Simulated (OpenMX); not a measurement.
Runs of OpenMX 3.8.5 on Cs. Symmetry: Im-3m, No. 229, cubic system. The conventional cell has a = 6.257 Å, b = 6.257 Å, c = 6.257 Å, α = 90.00°, β = 90.00°, γ = 90.00°. 

| cell | gap on the mesh (eV) | pressure (GPa) |
| --- | --- | --- |
| Im-3m, 122.48 Å³/atom | none | -0.1 |
| I4/mmm, 112.87 Å³/atom | none | 0.1 |
| I4/mmm, 132.47 Å³/atom | none | (a) |
| I4/mmm, 117.63 Å³/atom | none | 0.0 |
| I4/mmm, 127.42 Å³/atom | none | -0.1 |

Alike in all rows: task single point; level PBE; potentials or basis OpenMX 2013 PBE set, Cs12.0-s3p2d2, grid cutoff 300 Ry; no spin polarisation; k mesh 5 × 5 × 5; smearing fermi-dirac 0.05 eV.

Task: Fill in the values left out.

Result: (a) -0.2.

Caveats: the basis of atomic orbitals isn't converged, which shifts pressures, moduli and gaps.

A k mesh can miss the band edges, and the runs leave out spin-orbit coupling on Cs.

A gap of «none» marks a metal or a gap under the smearing width.
